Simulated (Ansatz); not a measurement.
Born–Oppenheimer molecular dynamics of a periodic cell of 37 atoms, B₁₈N₁₉ (host BN, host structure P6_3/mmc, interstitial N). It goes on from the last frame of an earlier run, with new velocities.

The calculation used DFT r2SCAN-D3(BJ), scalar-relativistic, plane waves, PAW in Ansatz 0.2.0. Settings: PAW set soft_1, cutoff 500 eV, k mesh 2x2x1, fermi-dirac smearing 0.02 eV, spin collinear.

```
ensemble        : NVT, Langevin thermostat
time step       : 1 fs
steps asked     : 70
set temperature : 1680 K
friction        : 0.02 /fs
seed            : 124464
```

Frames 10 fs apart, positions in Å, forces in eV/Å.

Velocities at 10 fs (Å/ps):

```
B 5.55 -9.24 -15.24
B 19.85 -9.42 6.70
N -12.81 -0.61 -3.20
N -3.59 1.14 -5.06
B 2.81 -8.68 3.61
B 6.26 15.63 0.43
N 0.10 0.54 -6.63
N -2.35 3.68 8.85
B 10.54 -25.65 3.70
B 6.51 18.59 -3.77
N -3.88 0.75 6.13
N -1.34 -4.16 3.67
B 0.56 7.02 16.15
B -2.12 8.19 9.63
N 9.39 -5.00 2.17
N -4.97 13.54 3.61
B -3.54 -8.50 -9.97
B 2.92 1.27 -1.60
N 11.52 18.07 -18.57
N 15.74 1.71 -10.80
B 5.81 11.53 -6.40
B -10.75 14.13 -6.24
N -4.10 0.61 -4.03
N 3.68 -6.52 8.18
B -14.20 2.43 -6.03
B 9.85 21.06 3.82
N 0.19 -1.11 -2.53
N -4.57 -8.32 -14.62
B -25.46 -12.91 13.63
B 7.24 2.99 -6.49
N -12.42 -4.34 -10.66
N 6.55 11.41 14.03
B 7.48 9.39 1.02
B -8.09 -0.23 -3.21
N -12.02 2.54 -1.47
N -2.12 -10.05 -2.09
N 2.22 -2.61 8.69
```

```xyz
37
Lattice="7.5057 0.0000 0.0000 -3.7528 6.5001 0.0000 0.0000 0.0000 6.8546" Properties=species:S:1:pos:R:3:forces:R:3 time_fs=10 energy_less_start_eV=2.866 T=1199
B -0.040 -0.156 4.895 -0.66 -1.65 2.53
B 0.020 0.059 1.844 -1.16 2.96 -2.18
N 1.250 0.890 1.505 -2.98 -2.50 1.97
N -0.020 1.303 4.941 1.71 -1.85 -0.85
B -1.202 2.006 5.001 -4.02 0.92 2.06
B -1.310 2.367 1.814 1.98 -4.28 -1.93
N -0.137 3.058 1.452 2.63 -0.61 2.73
N -1.210 3.411 5.409 -1.21 1.76 -2.54
B -2.502 4.128 5.285 2.33 -1.35 0.72
B -2.573 4.346 1.840 0.83 1.23 0.38
N -1.288 5.198 1.537 -2.82 -1.55 -0.57
N -2.588 5.487 5.074 1.14 6.72 -0.53
B 2.350 -0.072 5.224 2.32 -0.02 -0.72
B 2.394 0.087 1.288 -0.80 0.93 1.64
N 3.638 0.885 1.343 2.10 -3.31 -4.10
N 2.454 1.440 5.225 -2.38 -3.58 0.19
B 1.175 2.067 5.169 0.97 1.92 -0.41
B 1.141 2.298 1.899 -0.83 0.42 -4.48
N 2.353 2.966 1.940 1.56 3.58 -0.50
N 1.193 3.522 5.199 1.70 0.54 0.00
B -0.064 4.274 5.154 1.06 0.58 2.62
B -0.096 4.485 1.385 1.83 -1.04 0.15
N 1.237 5.149 1.296 -2.40 1.88 -0.56
N -0.084 5.841 5.355 -0.16 -5.43 -1.24
B 5.024 -0.166 5.138 -4.42 3.34 0.40
B 4.946 0.110 1.280 3.51 0.77 2.31
N 6.254 0.860 1.699 -1.72 -1.88 -0.39
N 4.971 1.298 5.038 1.51 1.02 -0.01
B 3.704 2.070 5.199 2.33 -1.95 0.62
B 3.643 2.191 1.968 -0.20 2.79 1.46
N 4.976 2.879 2.014 -3.41 5.09 -0.34
N 3.808 3.454 5.464 -2.27 0.20 -0.55
B 2.608 4.207 5.345 -4.59 -0.89 -0.83
B 2.396 4.463 1.624 2.30 -2.29 2.89
N 3.712 5.158 2.016 -0.58 -1.81 -1.84
N 2.428 5.620 5.211 4.66 0.01 -1.17
N 3.568 0.961 2.766 0.16 -0.68 3.09
37
Lattice="7.5057 0.0000 0.0000 -3.7528 6.5001 0.0000 0.0000 0.0000 6.8546" Properties=species:S:1:pos:R:3:forces:R:3 time_fs=20 energy_less_start_eV=1.990 T=1626
B -0.014 -0.236 4.888 0.65 0.51 1.64
B 0.038 0.058 1.831 -3.51 0.40 -1.08
N 1.166 0.836 1.561 0.55 3.88 1.14
N -0.010 1.240 4.876 -1.27 1.37 -0.09
B -1.306 1.932 5.049 3.00 1.73 0.29
B -1.294 2.315 1.773 -1.99 1.01 -1.17
N -0.077 3.090 1.462 -0.95 -0.52 1.89
N -1.197 3.447 5.387 2.86 -3.27 -1.76
B -2.410 3.984 5.326 -3.36 6.81 -0.07
B -2.562 4.495 1.817 -2.96 -2.94 0.51
N -1.422 5.221 1.534 3.78 0.69 -0.52
N -2.514 5.566 5.073 0.83 0.66 0.55
B 2.375 -0.022 5.327 -0.04 -3.09 -1.65
B 2.387 0.198 1.433 1.51 -3.58 0.22
N 3.736 0.793 1.197 -0.77 3.31 1.55
N 2.385 1.417 5.271 2.01 -2.25 0.57
B 1.160 2.082 5.061 0.06 0.38 0.28
B 1.134 2.406 1.713 1.48 -1.51 -1.95
N 2.422 3.125 1.767 -2.85 -5.19 0.21
N 1.317 3.528 5.103 -4.22 -0.21 -0.36
B 0.015 4.327 5.169 -0.09 -4.11 1.55
B -0.071 4.545 1.437 -1.56 0.51 -0.18
N 1.170 5.242 1.321 2.52 0.22 1.11
N -0.100 5.691 5.409 0.08 1.49 -0.98
B 4.863 -0.177 5.079 3.93 0.71 0.25
B 5.141 0.248 1.395 -6.94 -6.26 -1.27
N 6.250 0.841 1.677 4.75 3.29 1.56
N 4.972 1.278 4.928 -3.22 0.19 2.19
B 3.685 2.042 5.343 1.27 0.53 -0.76
B 3.588 2.288 1.948 1.57 -0.89 0.42
N 4.858 3.000 1.919 4.42 0.95 -0.32
N 3.788 3.502 5.555 -0.64 -3.49 -1.03
B 2.546 4.181 5.262 0.67 0.95 0.12
B 2.411 4.460 1.657 -1.15 3.54 -0.04
N 3.624 5.142 1.966 2.64 2.05 -0.77
N 2.504 5.591 5.099 -2.66 1.37 -0.68
N 3.573 0.995 2.843 -0.40 0.76 -1.41
37
Lattice="7.5057 0.0000 0.0000 -3.7528 6.5001 0.0000 0.0000 0.0000 6.8546" Properties=species:S:1:pos:R:3:forces:R:3 time_fs=30 energy_less_start_eV=4.228 T=1543
B 0.011 -0.186 5.002 -1.54 1.37 -1.26
B -0.128 0.076 1.762 4.75 4.25 0.32
N 1.149 0.923 1.707 0.48 0.42 -1.34
N -0.063 1.211 4.793 2.09 2.83 1.70
B -1.262 1.949 5.021 -0.98 0.85 -1.22
B -1.419 2.306 1.722 3.91 3.79 -0.39
N -0.081 3.112 1.574 -1.57 0.31 -1.37
N -1.062 3.371 5.133 -6.71 2.27 1.39
B -2.433 4.338 5.327 0.19 -6.01 -0.66
B -2.717 4.517 1.831 4.31 1.63 -1.29
N -1.519 5.312 1.541 4.45 -2.33 0.85
N -2.468 5.705 5.068 -2.34 -2.70 0.88
B 2.425 -0.105 5.377 3.42 -0.19 -0.77
B 2.415 0.220 1.669 -0.78 -0.10 -1.01
N 3.776 0.837 1.116 -1.27 2.04 1.68
N 2.421 1.279 5.384 0.17 4.18 -0.10
B 1.151 2.100 5.072 1.26 -3.76 -0.08
B 1.194 2.418 1.368 -3.46 -2.82 3.56
N 2.368 3.060 1.600 2.57 3.45 0.07
N 1.225 3.530 5.062 5.21 -3.06 -0.44
B 0.073 4.157 5.245 -3.72 3.06 -0.03
B -0.149 4.561 1.468 -1.93 -0.26 0.34
N 1.128 5.314 1.421 0.67 -6.99 0.49
N -0.078 5.601 5.448 2.31 1.09 -1.74
B 4.904 -0.201 4.963 0.21 1.78 2.12
B 5.008 0.096 1.526 0.45 7.13 -0.34
N 6.315 0.920 1.741 -7.20 -1.83 -0.75
N 4.889 1.357 4.936 1.72 -2.31 1.61
B 3.741 2.053 5.444 -1.50 -2.45 -1.39
B 3.615 2.333 1.964 1.07 0.83 -2.08
N 4.944 3.175 1.808 -2.41 -6.07 1.24
N 3.710 3.449 5.556 2.97 3.56 -1.27
B 2.553 4.131 5.120 -1.63 2.57 1.05
B 2.364 4.576 1.615 -0.29 -3.48 0.34
N 3.615 5.209 1.877 -3.14 0.01 -0.12
N 2.504 5.651 4.947 -1.21 -2.75 0.22
N 3.605 1.052 2.713 -0.53 -0.32 -0.20
37
Lattice="7.5057 0.0000 0.0000 -3.7528 6.5001 0.0000 0.0000 0.0000 6.8546" Properties=species:S:1:pos:R:3:forces:R:3 time_fs=40 energy_less_start_eV=3.248 T=1696
B -0.035 -0.085 4.993 -2.07 -0.35 -1.54
B -0.051 0.284 1.715 -3.98 -1.91 0.95
N 1.186 1.012 1.748 -1.92 -3.65 -0.47
N -0.068 1.325 4.811 0.57 -1.21 1.25
B -1.347 1.982 4.858 -0.13 2.28 0.85
B -1.316 2.417 1.637 -3.42 -2.42 1.44
N -0.143 3.113 1.581 2.18 -0.82 -2.29
N -1.268 3.436 4.966 -0.51 3.43 2.60
B -2.502 4.355 5.295 -0.50 -4.40 -1.90
B -2.714 4.603 1.765 0.62 -2.25 -0.33
N -1.453 5.271 1.574 0.41 2.54 2.18
N -2.538 5.779 5.103 2.71 -3.05 1.59
B 2.609 -0.199 5.389 -4.21 2.15 -0.78
B 2.416 0.272 1.937 1.06 -0.76 -2.32
N 3.784 0.977 1.111 -2.71 0.19 -1.81
N 2.444 1.257 5.390 1.72 -0.95 0.09
B 1.235 1.894 5.113 -1.68 4.27 -1.15
B 1.100 2.273 1.271 1.83 6.45 3.84
N 2.398 3.080 1.476 0.01 -1.45 -0.66
N 1.250 3.419 5.021 0.35 0.25 0.92
B 0.003 4.172 5.320 0.28 -2.89 -3.10
B -0.252 4.556 1.572 3.98 -0.37 -0.47
N 1.136 5.223 1.529 -3.74 1.18 0.37
N 0.052 5.600 5.522 -0.36 -0.33 -1.43
B 4.934 -0.164 4.958 0.12 0.88 2.13
B 4.903 0.208 1.591 -0.35 -3.80 -0.47
N 6.042 0.898 1.760 7.48 3.82 -0.71
N 4.872 1.311 5.019 1.62 -1.63 -0.28
B 3.668 1.972 5.364 1.27 3.88 -0.26
B 3.737 2.389 1.768 -2.93 -0.34 -1.30
N 4.947 3.074 1.819 -0.03 4.56 -0.17
N 3.768 3.550 5.458 -1.32 -0.42 -1.79
B 2.515 4.224 4.977 -0.55 -1.78 2.54
B 2.337 4.478 1.545 0.37 1.45 0.78
N 3.526 5.322 1.788 2.91 -0.78 -0.56
N 2.414 5.653 4.820 2.53 0.15 0.15
N 3.588 1.093 2.565 -1.60 -1.93 2.09
37
Lattice="7.5057 0.0000 0.0000 -3.7528 6.5001 0.0000 0.0000 0.0000 6.8546" Properties=species:S:1:pos:R:3:forces:R:3 time_fs=50 energy_less_start_eV=3.745 T=1561
B -0.121 -0.093 4.897 3.13 0.57 1.05
B -0.133 0.321 1.761 2.26 -2.83 -0.71
N 1.178 0.935 1.717 -1.61 2.16 1.24
N -0.091 1.378 4.843 -0.87 -1.30 -0.13
B -1.444 2.050 4.768 3.94 1.65 2.51
B -1.392 2.315 1.672 0.69 1.63 0.56
N -0.123 3.057 1.521 -2.16 0.09 0.83
N -1.402 3.634 4.974 4.65 -6.73 -0.72
B -2.628 4.140 5.102 1.84 8.05 1.00
B -2.738 4.526 1.743 4.69 3.74 -0.41
N -1.269 5.339 1.712 -3.27 -2.85 1.65
N -2.527 5.734 5.192 -3.43 -2.81 -1.36
B 2.494 -0.195 5.301 1.64 -0.82 0.94
B 2.433 0.232 2.050 -2.26 -0.68 -2.45
N 3.668 1.130 0.894 2.05 -3.80 0.55
N 2.524 1.202 5.311 -0.96 4.55 -1.12
B 1.232 1.947 5.096 0.40 -1.45 -0.27
B 1.101 2.449 1.598 3.50 -3.60 -0.81
N 2.391 3.108 1.368 0.28 1.21 1.27
N 1.304 3.332 5.088 -3.13 4.55 -0.19
B -0.032 4.090 5.265 0.79 2.01 -1.33
B -0.084 4.479 1.695 -5.71 -0.23 -0.83
N 1.009 5.196 1.581 7.73 1.02 -0.16
N 0.090 5.582 5.504 -4.30 -1.72 -1.09
B 4.914 -0.126 5.148 2.12 -1.25 -0.55
B 4.829 0.078 1.587 -0.22 4.30 0.88
N 6.099 0.872 1.775 -1.76 1.55 -0.93
N 4.944 1.282 5.125 -1.85 3.20 -0.79
B 3.695 2.115 5.218 -0.40 -2.41 1.09
B 3.714 2.401 1.511 -1.85 1.40 1.90
N 4.946 3.158 1.825 -1.57 -2.21 -1.19
N 3.689 3.611 5.358 -3.42 -4.82 -1.82
B 2.424 4.257 4.960 0.64 -1.99 2.30
B 2.411 4.518 1.523 -1.45 1.44 0.12
N 3.619 5.357 1.653 -1.13 -2.31 0.18
N 2.421 5.658 4.833 -0.86 0.78 0.01
N 3.543 1.031 2.523 1.86 -0.08 -1.20
37
Lattice="7.5057 0.0000 0.0000 -3.7528 6.5001 0.0000 0.0000 0.0000 6.8546" Properties=species:S:1:pos:R:3:forces:R:3 time_fs=60 energy_less_start_eV=3.928 T=1681
B -0.038 -0.057 4.859 -3.39 -0.44 1.73
B -0.139 0.170 1.729 0.08 2.66 -0.72
N 1.116 0.967 1.741 2.49 -2.07 2.01
N -0.118 1.385 4.885 2.34 -0.64 -0.49
B -1.361 2.209 4.837 -0.02 -7.59 1.78
B -1.406 2.296 1.754 1.77 2.29 -1.11
N -0.084 3.001 1.510 -0.30 0.93 3.06
N -1.323 3.513 4.992 -3.00 4.21 -1.19
B -2.662 4.309 4.972 -0.39 -5.48 1.94
B -2.476 4.629 1.695 -4.63 -4.15 -0.38
N -1.303 5.274 1.950 1.74 -1.57 -0.51
N -2.641 5.634 5.146 2.32 4.94 -0.67
B 2.448 -0.160 5.319 0.57 1.01 -0.86
B 2.348 0.154 1.969 0.00 3.72 0.07
N 3.630 1.065 0.730 1.20 -0.23 1.81
N 2.538 1.379 5.157 -3.17 -4.44 0.23
B 1.218 1.986 5.062 -0.28 1.71 0.29
B 1.297 2.413 1.866 -3.12 0.27 -5.14
N 2.446 3.189 1.361 -2.55 -0.77 2.76
N 1.152 3.465 5.190 0.89 -2.33 -1.36
B -0.045 4.081 5.084 -2.11 4.52 2.22
B -0.134 4.397 1.713 3.36 2.40 -0.78
N 1.243 5.221 1.565 -7.25 2.16 1.33
N -0.095 5.543 5.489 0.90 1.35 -1.81
B 4.925 -0.182 5.266 -0.71 2.19 -1.13
B 4.673 0.213 1.700 4.78 -0.47 -0.19
N 6.136 0.924 1.800 -2.36 -2.69 -0.12
N 4.916 1.391 5.125 3.81 -2.56 -0.54
B 3.790 2.110 5.140 -5.16 -0.47 0.48
B 3.615 2.449 1.433 2.60 -1.24 0.62
N 4.912 3.125 1.712 0.50 0.88 -0.66
N 3.496 3.474 5.203 6.94 3.16 -1.91
B 2.335 4.211 5.066 0.65 1.40 0.71
B 2.452 4.625 1.545 1.46 -2.26 -1.10
N 3.717 5.278 1.513 1.19 0.82 0.94
N 2.413 5.686 4.947 -0.16 -0.62 0.12
N 3.592 0.969 2.415 -1.01 -0.61 -1.43
```

Of the whole run (70 fs, mean temperature of the second half 1674 K): A run of 0.07 ps of so small a system gives no equilibrium averages. Limits of this set-up: coarse k mesh, a small cell, in which the defect meets its images, a typed lattice constant that wasn't relaxed here.

Run time: 42 min on 4 threads of Arm Neoverse V1, on a shared host, peak memory 1.9 GiB.
